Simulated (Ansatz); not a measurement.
Crystal: Y.

```
Y
1.0
     3.64254    0.00000    0.00000
    -1.82127    3.15454    0.00000
     0.00000    0.00000   11.84413
Y
4
Direct
  0.66667 0.33333 0.75000
  0.00000 0.00000 0.50000
  0.33333 0.66667 0.25000
  0.00000 0.00000 0.00000
```

| Item | Value |
| --- | --- |
| Program | Ansatz 0.2.0 |
| Task | relaxation of cell and atoms |
| Functional | PBEsol |
| Potentials or basis | Ansatz PAW |
| Cutoff | 420 eV (not typed: the program's choice for these potentials) |
| k mesh | 8 × 8 × 3 |
| Occupations | fermi-dirac, width 0.05 eV |
| Spin | no spin polarisation |

At the start: volume 34.02 Å³/atom.

Question: Where does the relaxation end?

Answer: It ends after 3 steps and the volume is 30.83 Å³/atom (-9.4 %); space group P6_3/mmc (No. 194, to 0.05 Å).

The path:
| step | energy change (eV) | largest force (eV/Å) | volume (Å³) |
| --- | --- | --- | --- |
| 1 | 0.0000 | 0.0000 | 136.10 |
| 2 | -0.1500 | 0.0000 | 123.34 |
| 3 | -0.1497 | 0.0000 | 123.34 |

Final structure:
```
Y
1.0
     3.53424    0.00000    0.00000
    -1.76712    3.06074    0.00000
     0.00000    0.00000   11.40171
Y
4
Direct
  0.66667 0.33333 0.75000
  0.00000 0.00000 0.50000
  0.33333 0.66667 0.25000
  0.00000 0.00000 0.00000
```

Caveat: the plane-wave basis is chosen anew once the cell has moved, so the energies of steps on either side of that aren't comparable; the PAW data sets come from PBE, with cores solved anew for the run's functional, which leaves a small shift of forces and pressure.
